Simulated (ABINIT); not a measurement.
Crystal: InP.

```xyz
2
Lattice="0.0000 2.9305 2.9305 2.9305 0.0000 2.9305 2.9305 2.9305 0.0000" Properties=species:S:1:pos:R:3 pbc="T T T"
In    0.0000    0.0000    0.0000
P     4.3957    4.3957    4.3957
```

Base run:

* Program: ABINIT 10.8.3 (patched build)
* Functional: HSE06
* Potentials or basis: SPMS NC PBE v1.0
* Cutoff: 490 eV
* k mesh: 6 × 6 × 6
* Occupations: fermi-dirac, width 0.05 eV
* Spin: no spin polarisation

Its results: band gap on the k mesh 1.13 eV, direct.

Q: After a change of settings the same cell gave: band gap on the k mesh 1.78 eV, direct. Which change was it?
A. share of exact exchange from 0.15 to 0.5
B. share of exact exchange from 0.15 to 0.35
C. share of exact exchange from 0.15 to 0.05
D. share of exact exchange from 0.15 to 0.25

A: B.

Caveats: exact exchange is summed on a coarse mesh, which widens gaps by tenths of an eV; Libxc's HSE differs a little from that of other programs; spin-orbit coupling is left out, which moves the levels of the heavy elements.
